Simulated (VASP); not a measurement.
Runs of VASP 6.6.1 on Hf. Symmetry: Fm-3m, No. 225, cubic system. The conventional cell has a = 4.413 Å, b = 4.413 Å, c = 4.413 Å, α = 90.00°, β = 90.00°, γ = 90.00°. Hf (site symmetry m-3m) is surrounded by 12 Hf at 3.12 Å. This isn't the form of Hf at room conditions, which is hcp.

```csv
level,k mesh,cutoff (eV),smearing,further INCAR settings,gap on the mesh (eV),pressure (GPa)
PBEsol,16 × 16 × 16,700,gaussian 0.1 eV,ALGO = Fast; EDIFF = 1e-06,none,0.0
PBEsol,24 × 24 × 24,520,gaussian 0.1 eV,ALGO = Fast; EDIFF = 1e-06,none,0.1
r2SCAN,16 × 16 × 16,520,gaussian 0.1 eV,ALGO = Normal; EDIFF = 1e-06,none,4.4
PBEsol,16 × 16 × 16,900,gaussian 0.1 eV,ALGO = Fast; EDIFF = 1e-06,none,0.0
PBEsol,16 × 16 × 16,520,gaussian 0.5 eV,ALGO = Fast; EDIFF = 1e-06,none,(a)
```

Alike in all rows: task single point; potentials or basis VASP PAW PBE potentials, release 64 (Hf_pv); no spin polarisation; cell as given.

Problem. Estimate the missing entries.

Solution. (a) 0.7.

Caveats: the PAW data sets were made with another functional, which shifts forces and pressure a little.

A k mesh can miss the band edges, and the runs leave out spin-orbit coupling on Hf.

A gap of «none» marks a metal or a gap under the smearing width.
